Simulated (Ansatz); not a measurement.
**Trial structure types under relaxation**

Theory: DFT r2SCAN, scalar-relativistic, plane waves, PAW (Ansatz). Settings: cutoff 500 eV, Γ-centred meshes no coarser than 0.19 Å⁻¹ for metals and 0.3 Å⁻¹ for insulators (2π included), Gaussian smearing.

Each formula is placed on the named type at a guessed volume, then cell and atoms relax at zero pressure without lowering the symmetry. Keeping the type says nothing about stability against other structures or lower symmetry. Neighbours of an atom are counted within 25 % of the shortest distance of their pair. The atoms listed around a site end at a clear gap in distance instead, so their number can differ.

No dispersion correction is applied, so the spacing between layers, chains or molecules is poorly fixed, and with it the volume and density.

(1) Does P keep the hcp type (P6_3/mmc, No. 194)?

(2) Se on the alpha-gallium type (Cmce, No. 64): does the type hold?

(3) Se on the simple hexagonal type (P6/mmm, No. 191): does the type hold?

Results:

(1) No. It keeps the space group, but the neighbours change from P 12 P to P 6 P, with a = 3.296 Å, c = 3.210 Å. P has 6 P at 2.49 Å.

(2) No, it ends in I4/mmm (No. 139) with a = 3.317 Å, c = 10.266 Å. Se is coordinated by 1 Se at 2.16 Å.

(3) Only loosely: it keeps the symmetry, but the neighbours change from Se 8 Se to Se 2 Se. It has a = 3.373 Å, c = 2.448 Å. Se has 2 Se at 2.45 Å.